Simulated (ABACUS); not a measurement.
MoSe2:

```
Mo Se
1.0
     3.28800    0.00000    0.00000
    -1.64400    2.84749    0.00000
     0.00000    0.00000   12.90000
Mo Se
2 4
Cartesian
  1.6440 0.9492 9.6750
  0.0000 1.8983 3.2250
  1.6440 0.9492 4.8375
  0.0000 1.8983 8.0625
  0.0000 1.8983 11.2875
  1.6440 0.9492 1.6125
```

Base run:

```yaml
Program: ABACUS 3.10.1
Functional: PBE
Potentials_or_basis: PseudoDojo NC SR 0.4.1 PBE standard
Cutoff: 1361 eV
Density_cutoff: 5442 eV
Basis: DZP LCAO (the cutoffs set its grid)
k_mesh: 9 × 9 × 2
Occupations: fermi-dirac, width 0.05 eV
Spin: no spin polarisation
```

Its results: band gap on the k mesh 0.85 eV, indirect (least direct gap 1.37 eV); pressure 10.4 GPa; largest force 1.464 eV/Å.

Problem. After a change of settings the same cell gave: band gap on the k mesh 0.86 eV, indirect (least direct gap 1.37 eV); pressure 13.1 GPa; largest force 1.590 eV/Å. Which change was it?
A. functional from PBE to PBEsol
B. functional from PBE to PW91
C. functional from PBE to LDA
D. functional from PBE to RPBE

Solution. D.

RPBE binds less tightly than PBE, so the same cell stands under more pressure.

Caveats: the atomic orbitals were generated for these runs and aren't a published set; an odd mesh through Γ misses points on the zone boundary, where band edges often lie; the cell's inner coordinates are idealised or old, which leaves forces on the atoms; this functional lacks dispersion, which binds the layers, so the pressure and a relaxed spacing across them are unreliable; the basis of atomic orbitals isn't converged, which shifts pressures, moduli and gaps; the potentials were made for another functional, which shifts forces and pressure (some runs).
